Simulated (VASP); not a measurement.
Runs of VASP 6.6.1 on PbS (Galena). It takes space group Fm-3m (No. 225, cubic). The conventional cell has a = 5.931 Å, b = 5.931 Å, c = 5.931 Å, α = 90.00°, β = 90.00°, γ = 90.00°. Around Pb (site symmetry m-3m) lie 6 S at 2.97 Å. Around S (site symmetry m-3m) lie 6 Pb at 2.97 Å. 

```tsv
task	level	potentials or basis	cell	k mesh	cutoff (eV)	smearing	cutoff of the response function	frequency points	empty bands	GW scheme	GW iterations	mesh quality	gap on the mesh (eV)	pressure (GPa)	relaxed volume (Å³/atom)
band structure	r2SCAN-EpsX	VASP PAW PBE potentials, release 64 (Pb_d, S)	as given	4 × 4 × 4	520	fermi-dirac 0.05 eV	-	-	-	-	-	coarse	(a)	1.3	-
relaxation of cell and atoms	BEEF-vdW	VASP PAW PBE potentials, release 64 (Pb_d, S)	relaxed	8 × 8 × 8	600	fermi-dirac 0.05 eV	-	-	-	-	-	not flagged	0.70	0.0	27.75
relaxation of cell and atoms	r2SCAN	VASP PAW PBE potentials, release 64 (Pb_d, S)	relaxed	8 × 8 × 8	600	gaussian 0.05 eV	-	-	-	-	-	not flagged	0.70	0.0	26.66
relaxation of cell and atoms	TPSS	VASP PAW PBE potentials, release 64 (Pb_d, S)	relaxed	8 × 8 × 8	600	gaussian 0.05 eV	-	-	-	-	-	not flagged	(b)	0.0	26.87
```

Alike in all rows: no spin polarisation.

Question: Fill in the values left out.

Answer: (a) 0.79; (b) 0.48.

Caveats: some runs use coarse meshes; the PAW data sets were made with another functional, which shifts forces and pressure a little; spin-orbit coupling is left out, which as a rule narrows the gap of such compounds by several tenths of an eV.

A k mesh can miss the band edges, and the runs leave out spin-orbit coupling on Pb.

Not every run made on this cell is shown here.
